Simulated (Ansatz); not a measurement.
C: pressure against volume scale

Results calculated with Ansatz 0.2.0, not measured. Periodic Kohn-Sham DFT of a crystal at fixed atoms, scaled to volume_scale times the given cell; pressure positive in compression, energy less spherical unpolarised free atoms, largest_vzz the field gradient of largest size among the nuclei.

The cell before it is scaled or strained (space group Fd-3m, No. 227):
```
CELL_PARAMETERS angstrom
0.00000 1.78340 1.78340
1.78340 0.00000 1.78340
1.78340 1.78340 0.00000
ATOMIC_POSITIONS crystal
C 0.50000 0.50000 0.50000
C 0.75000 0.75000 0.75000
```

Settings of every row: method frozen-core PAW; functional PBE; relativity scalar; k mesh 20x20x20; filling fermi-dirac; smearing width 0.08 eV; wave cutoff 420 eV; paw set soft_2.

Atom start moment: 0 on all atoms.

| row | volume scale | V (Å³/atom) | pressure (GPa) |
| --- | --- | --- | --- |
| 1 | 0.94 | 5.332 | 32.2 |
| 2 | 0.96 | 5.445 | 21.084 |
| 3 | 0.98 | 5.559 | 10.965 |
| 4 | 0.99 | 5.615 | 6.251 |
| 5 | 1.01 | 5.729 | -2.538 |
| 6 | 1.02 | 5.786 | ? |
| 7 | 1.04 | 5.899 | -14.272 |
| 8 | 1.06 | 6.012 | -21.221 |

Question: what pressure should row 6 give?

Worked fit of pressure. Take u = (V_r/V)^(2/3) − 1 with V_r = 5.615 Å³ an atom, which is twice the finite (Eulerian) strain; such expansions in the strain, on which the Birch-Murnaghan equation of state is built, carry the rest volume and the bulk modulus. The shown rows have u = 0.03508, 0.02071, 0.0067, 0, -0.01331, -0.03236, -0.04452. Least squares give pressure = 6.2849 + 684.936 × u + 1516.56 × u² GPa; a straight line predicts inner rows, each left out in turn, worse (root mean square 0.85 against 0.04 GPa). The rows lie off it by 0.021, -0.036, 0.023, -0.034, 0.025, 0.020, -0.018 (root mean square 0.026 GPa). The pressure vanishes at u = -0.0094, or V = 5.695 Å³ an atom, and there the bulk modulus at fixed shape and fractions is B = −V dP/dV = (2/3)(1 + u) dP/du = 434 GPa. The withheld row has u = -0.0198, so the fit gives 6.2849 + 684.936 × (-0.0198) + 1516.56 × (-0.0198)² = -6.682 GPa.

The calculation gave -6.635 GPa. The fit lies 0.047 GPa (0.088 % of the column's range) below it; its largest miss of a shown row is 0.036 GPa.
